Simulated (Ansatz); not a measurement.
The system is ZnS.

```
CELL_PARAMETERS angstrom
0.00000 2.70200 2.70200
2.70200 0.00000 2.70200
2.70200 2.70200 0.00000
ATOMIC_POSITIONS crystal
Zn 0.75000 0.75000 0.75000
S 0.00000 0.00000 0.00000
```

- Program: Ansatz 0.2.0
- Task: relaxation of cell and atoms
- Functional: RPBE
- Potentials or basis: all-electron LAPW, scalar-relativistic
- Basis error allowed: 0.001 eV/atom
- k mesh: 9 × 9 × 9
- Occupations: fermi-dirac, width 0.05 eV
- Spin: no spin polarisation

At the start: volume 19.73 Å³/atom.

Where does the relaxation end?

Over 5 steps the energy falls by 15.0 meV/atom and the volume is 20.93 Å³/atom (+6.1 %); space group F-43m (No. 216, to 0.05 Å).

Step by step:
```tsv
step	energy change (eV)	largest force (eV/Å)	volume (Å³)
1	0.0000	0.0000	39.45
2	-0.0238	0.0000	40.75
3	-0.0299	0.0000	41.76
4	-0.0299	0.0000	41.86
5	-0.0299	0.0000	41.86
```

Final structure:
```
Zn S
1.0
     0.00000    2.75595    2.75595
     2.75595    0.00000    2.75595
     2.75595    2.75595    0.00000
Zn S
1 1
Direct
  0.75000 0.75000 0.75000
  0.00000 0.00000 0.00000
```
